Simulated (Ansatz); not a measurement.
# InAs: a single-point run

Aim: a sound single-point run of InAs. The structure is shown as the input types it. The cell is built on a prototype (CsCl type) and needn't be the phase found in nature.

Computed with Ansatz 0.2.0 (density functional or hybrid calculation with the settings of its input, plane waves (as first typed), unless a step's input says otherwise).

9 further runs of the same task are left out: 5 for a known fault of the program, 4 that didn't finish.

## (1) The system as given

It takes space group Pm-3m (No. 221, cubic). Conventional cell: a = 3.537 Å, b = 3.537 Å, c = 3.537 Å, α = 90.00°, β = 90.00°, γ = 90.00°. Around In (site symmetry m-3m) lie 8 As at 3.06 Å. As (site symmetry m-3m) has 8 In at 3.06 Å as nearest neighbours.

As a file:

```xyz
2
Lattice="3.5365 0.0000 0.0000 0.0000 3.5365 0.0000 0.0000 0.0000 3.5365" Properties=species:S:1:pos:R:3 pbc="T T T"
In    0.0000    0.0000    0.0000
As    1.7683    1.7683    1.7683
```

## (2) The calculation

File input.yaml:

```yaml
crystal:
  lattice:
    - [3.536541081, 0.0, 0.0]
    - [0.0, 3.536541081, 0.0]
    - [0.0, 0.0, 3.536541081]
  atoms:
    - { symbol: In, position: [0.0, 0.0, 0.0] }
    - { symbol: As, position: [0.5, 0.5, 0.5] }
kpoints:
  mp_grid: { grid: [6, 6, 6] }
hamiltonian:
  xc: pbe
scf:
  occupations: { method: fermi_dirac, width: 0.02 }
  n_extra_bands: 4
  max_iter: 97
output:
  forces: true
  stress: true
  eigenvalues: true
basis:
  ecutwfc: 40
```

Run with:

```
ansatz run input.yaml --threads 4 --pin off --max-ram 3686MiB --backend cpu --events-out ev --progress --plain --runs-dir out
```

Q: Will this input give a usable result? If not, why, and what should change?

The run converged and reported no error, with warnings (cutoff below recommended). It gives a pressure of -3323 GPa, which is large.

Look at the input: basis.ecutwfc is 40. With so few plane waves the basis is incomplete by a wide margin. The potentials' recommended cutoff is 420 eV.

Run again and compare: delete basis.ecutwfc (the default then holds).
